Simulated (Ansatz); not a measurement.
Level of theory: Ansatz, DFT PBE, scalar-relativistic, plane waves, PAW. All cells share a 420 eV cutoff and Γ-centred k meshes spaced at most about 0.3 Å⁻¹ (about 0.25 or finer for metals, 2π included). No spin polarisation.

Temperature and zero-point effects are left out.

Two forms of NiO were relaxed alike.

A.

Space group P4/mmm (No. 123). a = 2.688 Å, b = 2.688 Å, c = 3.240 Å, α = 90.00°, β = 90.00°, γ = 90.00°
```csv
atom,site,symmetry,x,y,z
Ni,1b,4/mmm,0.0000,0.0000,0.5000
O,1d,4/mmm,0.5000,0.5000,0.5000
```

B.

Space group P4_2/mmc (No. 131). a = 2.830 Å, b = 2.830 Å, c = 5.010 Å, α = 90.00°, β = 90.00°, γ = 90.00°
| atom | site | symmetry | x | y | z |
| --- | --- | --- | --- | --- | --- |
| Ni | 2d | mmm. | 0.0000 | 0.5000 | 0.5000 |
| O | 2e | -4m2 | 0.0000 | 0.0000 | 0.2500 |

**Question.** Which would you expect to be lower, and how large is the difference?

**Answer.** B is lower, by 0.40 eV/atom. A has space group P4/mmm (No. 123), 11.7 Å³/atom and no gap on its mesh; B has space group P4_2/mmc (No. 131), 10.0 Å³/atom and no gap. Counting O atoms around Ni (those within 1.25 times the shortest such distance or 1.15 times the sum of covalent radii), A and B both have Ni 4. Origin: A, invented; B, invented, then shaken at random and relaxed again. Shaken at random and relaxed again, A falls into a cell with space group Pmma (No. 51), 76 meV/atom lower, so it is a saddle point or a shallow minimum. Checks on B: no imaginary mode at Γ (other wave vectors untested).

No dispersion correction is applied, so the spacing and binding between layers, chains or molecules are poorly described (P4/mmm), and this can change margins and order among such cells. In such compounds of Ni a zero gap at this level may well be an artefact, since no Hubbard U is applied. A magnetic state wasn't ruled out in cells without spin, among them P4_2/mmc. Cells without such a test can be saddle points.
